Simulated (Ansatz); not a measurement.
## RbBr (Pm-3m), a vibration from a frozen displacement

Computed with Ansatz, DFT PBE, scalar-relativistic, plane waves, PAW. Cutoff 420 eV, Γ-centred 6×6×6 k-points, Gaussian smearing of 0.05 eV. No spin polarisation. Energies are free energies at this smearing, counted from the undisturbed cell; pressure is positive in compression.

The undisturbed cell (as given, not relaxed at this level; it stands at 0.8 GPa; this CsCl-type form isn't the usual structure):

```yaml
crystal:
  lattice:
    - [4.12608, 0.00000, 0.00000]
    - [0.00000, 4.12608, 0.00000]
    - [0.00000, 0.00000, 4.12608]
  atoms:
    - { symbol: Rb, position: [0.00000, 0.00000, 0.00000] }
    - { symbol: Br, position: [0.50000, 0.50000, 0.50000] }
```

Every Rb atom is moved by x along the Cartesian unit vector (0.000, 1.000, 0.000); the cell and all other atoms stay fixed. The cell's volume is 70.24 Å³; the moved atoms weigh 85.468 u together and the others 79.904 u. Some rows repeat others by symmetry and weren't run.

| x (Å) | ΔE (meV/cell) | total force on the moved atoms along the move (eV/Å) | pressure (GPa) |
| --- | --- | --- | --- |
| -0.3000 | 37.00 | 0.2493 | 1.2466 |
| -0.2625 | 28.25 | 0.2171 | 1.1433 |
| -0.2250 | 20.71 | 0.1853 | 1.0534 |
| -0.1875 | 14.35 | 0.1538 | 0.9772 |
| -0.1500 | 9.17 | 0.1226 | 0.9147 |
| -0.1125 | 5.15 | 0.0917 | 0.8660 |
| -0.0750 | 2.29 | 0.0610 | 0.8311 |
| -0.0375 | 0.57 | 0.0305 | 0.8102 |
| 0.0000 | 0.00 | 0.0000 | 0.8032 |
| 0.0375 | 0.57 | -0.0305 | 0.8102 |
| 0.0750 | 2.29 | -0.0610 | 0.8311 |
| 0.1125 | 5.15 | -0.0917 | 0.8660 |
| 0.1500 | 9.17 | -0.1226 | 0.9147 |
| 0.1875 | 14.35 | -0.1538 | 0.9772 |
| 0.2250 | 20.71 | -0.1853 | 1.0534 |
| 0.2625 | 28.25 | -0.2171 | 1.1433 |
| 0.3000 | 37.00 | -0.2493 | 1.2466 |

**Question.** What frequency belongs to this motion?

**Answer.** The force constant is k = −dF/dx = 0.813 eV/Å², from the parabola through x = -0.0375, 0 and 0.0375. In every cell the moved atoms swing against the rest, so the mass is μ = m₁m₂/(m₁ + m₂) = 41.296 u, and ν̃ = 521.5 cm⁻¹ × √(|k|/μ) = 73 cm⁻¹. To first order in x, and within 1 %, the force on every atom lies along the move and, within each of the two groups, in proportion to the atom's mass, so this is itself a mode at the zone centre of this cell, taken without macroscopic field (the transverse frequency in a polar insulator).

**Question.** How far does the harmonic law reach?

**Answer.** At x = -0.300 Å, kx²/2 = 36.60 meV against the computed 37.00 meV (+1.1 %): the well is still close to harmonic there.

**Question.** The pressure changes with x². What does that say about the frequency under compression?

**Answer.** With E = k(V)x²/2, k ∝ V^(−2γ) and x scaling with the cell as V^(1/3), P − P0 = −∂E/∂V = (2γ − 2/3) ΔE/V. At x = 0.0750 Å, V(P − P0) = 70.24 × 0.02790 / 160.2 eV = 12.23 meV and ΔE = 2.29 meV, so γ = 1/3 + V(P − P0)/(2ΔE) = 3.01. This is the Grüneisen parameter of the motion under uniform scaling of the cell: shrinking the cell evenly by 1 % in volume raises the frequency by about 3.01 %.